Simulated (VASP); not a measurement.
Set up this calculation in VASP 6.6.1, as the native input.

- Task: relaxation of cell and atoms
- Functional: RPBE
- Potentials or basis: VASP PAW PBE potentials, release 64 (Mg, B)
- Cutoff: 600 eV
- k mesh: 8 × 8 × 8
- Occupations: gaussian, width 0.05 eV
- Spin: no spin polarisation
- Further INCAR settings: ALGO = Normal; EDIFF = 1e-07; IBRION = 2; EDIFFG = -0.01; NSW = 60; ISIF = 3

The structure of MgB2 lies in POSCAR:

```
MgB2
1.0
    0.0000000000      2.9936400000      2.9936400000
    2.9936400000      0.0000000000      2.9936400000
    2.9936400000      2.9936400000      0.0000000000
Mg B
2 4
Direct
    0.0000000000      0.0000000000      0.0000000000
    0.2500000000      0.2500000000      0.2500000000
    0.6250000000      0.1250000000      0.6250000000
    0.6250000000      0.6250000000      0.1250000000
    0.1250000000      0.6250000000      0.6250000000
    0.6250000000      0.6250000000      0.6250000000
```

The cell was built by a generator and needn't be a form met in nature.

One way to write it, as run:

INCAR

```
SYSTEM = MgB2
ALGO     = Normal         ! electronic algorithm
EDIFF    = 1E-7           ! SCF threshold, eV
EDIFFG   = -0.01          ! ionic threshold
ENCUT    = 600            ! plane-wave cutoff, eV
GGA      = RP             ! functional
IBRION   = 2              ! ionic algorithm
ISIF     = 3              ! what is computed and relaxed
ISMEAR   = 0              ! smearing method
LASPH    = .True.         ! aspherical terms in the spheres
LCHARG   = .False.        ! write CHGCAR
LREAL    = .False.        ! projectors in reciprocal space
LWAVE    = .False.        ! write WAVECAR
NELM     = 60             ! most SCF steps
NSW      = 60             ! ionic steps
PREC     = Accurate       ! precision mode
SIGMA    = 0.05           ! smearing width, eV
```

KPOINTS

```
k-points
0
Gamma
  8 8 8
  0 0 0
```

Potentials or basis: VASP PAW PBE potentials, release 64 (Mg, B).

The run is started by

```sh
$ cat potpaw_PBE.64/Mg/POTCAR potpaw_PBE.64/B/POTCAR > POTCAR
$ mpirun -np 1 vasp_std > vasp.out
```

Results of the run:

```yaml
Relaxed_volume: 9.16 Å³/atom
Relaxed_cell: a = 4.268 Å, b = 4.268 Å, c = 4.268 Å, α = 60.00°, β = 60.00°, γ = 60.00°
Space_group_after_relaxing_to_0.05_Å: Fd-3m (No. 227)
Energy_gained_by_relaxing: 2.4 meV/atom
Ionic_steps: 3
Pressure_after_relaxing: 0.0 GPa
Band_gap_on_the_k_mesh: none (metal or under the smearing width)
```

Caveat: the PAW data sets were made with another functional, which shifts forces and pressure a little.

Wall time 45 s on 1 thread of Intel(R) Xeon(R) Platinum 8488C (Sapphire Rapids), on a shared host, peak memory 0.22 GiB.
